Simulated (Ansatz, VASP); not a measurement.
# One calculation of TiB2, two programs

The input INCAR:

```
SYSTEM = TiB2
PREC = Accurate ; ENCUT = 520
EDIFF = 1E-7 ; ISMEAR = 0
SIGMA = 0.1 ; LREAL = .FALSE.
LASPH = .TRUE. ; NELM = 100
ALGO = Normal ; ISIF = 2
LWAVE = .FALSE. ; LCHARG = .TRUE.
GGA = CA ; LELF = .TRUE.
LVHAR = .TRUE. ; NBANDS = 16
```

KPOINTS

```
regular mesh
0
G
  6 6 6
  0 0 0
```

POSCAR

```
TiB2
1.0
    3.0292000000      0.0000000000      0.0000000000
   -1.5146000000      2.6233641531      0.0000000000
    0.0000000000      0.0000000000      3.2284000000
Ti B
1 2
Direct
    0.0000000000      0.0000000000      0.0000000000
    0.3333333333      0.6666666667      0.5000000000
    0.6666666667      0.3333333333      0.5000000000
```

Input for Ansatz:

```yaml
crystal:
  lattice:
    - [3.0292, 0.0, 0.0]
    - [-1.5146, 2.6233641531, 0.0]
    - [0.0, 0.0, 3.2284]
  atoms:
    - { symbol: Ti, position: [0.0, 0.0, 0.0] }
    - { symbol: B, position: [0.3333333333, 0.6666666667, 0.5] }
    - { symbol: B, position: [0.6666666667, 0.3333333333, 0.5] }
basis:
  ecutwfc: 420
kpoints:
  mp_grid: { grid: [6, 6, 6] }
hamiltonian:
  xc: lda
scf:
  occupations: { method: gaussian, width: 0.1 }
output:
  forces: true
  stress: true
  eigenvalues: true
```

Alike in both runs: task single point; functional LDA; k mesh 6 × 6 × 6; occupations gaussian, width 0.1 eV; no spin polarisation.

|  | VASP | Ansatz |
| --- | --- | --- |
| version | VASP 6.6.1 | Ansatz 0.2.0 |
| potentials or method | VASP PAW LDA potentials, release 64 (Ti_sv, B) | scalar-relativistic, plane waves, PAW |
| plane-wave cutoff (eV) | 520 | 420 |
| valence electrons in the cell | 18 | 18 |

|  | VASP | Ansatz | Ansatz less VASP |
| --- | --- | --- | --- |
| gap on the k mesh at the Fermi level (eV) | none | none | - |
| pressure (GPa) | -10.5 | -11.0 | -0.49 |
| largest component of the traceless stress (GPa) | 2.16 | 2.16 | +0.001 |

A gap of «none» marks a metal or a gap that the smearing closes.

Caveats: the k mesh is coarse (spacing up to 0.40 Å⁻¹), so the values aren't converged.
